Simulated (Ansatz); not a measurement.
Runs of Ansatz 0.2.0 on CoO. Symmetry: R-3m, No. 166, trigonal system. Conventional cell: a = 3.011 Å, b = 3.011 Å, c = 7.320 Å, α = 90.00°, β = 90.00°, γ = 120.00°. Co (site symmetry -3m) has 6 O at 2.12 Å as nearest neighbours. O (site symmetry -3m) is surrounded by 6 Co at 2.12 Å. The cell is a database's computed one.

```tsv
potentials or basis	cutoff (eV)	basis error allowed	pressure (GPa)	moment (μB)
all-electron PAW datasets made for the crystal	400	-	-9.2	2.94
all-electron LAPW, non-relativistic	363	0.001 eV/atom	(a)	2.91
all-electron LAPW, inner shells corrected to Dirac's equation	362	0.001 eV/atom	-9.2	2.94
all-electron LAPW, scalar-relativistic	362	0.001 eV/atom	-9.2	2.94
```

Alike in all rows: task band structure; level PBEsol; spin collinear, ferromagnetic start; cell as given; k mesh 11 × 11 × 11; smearing fermi-dirac 0.05 eV.

**Question.** Estimate the missing entries.

**Answer.** (a) -8.3.

Caveats: a cell with one magnetic atom can't hold antiferromagnetic order, which such compounds often take.

The runs don't all hold the same shells in valence.
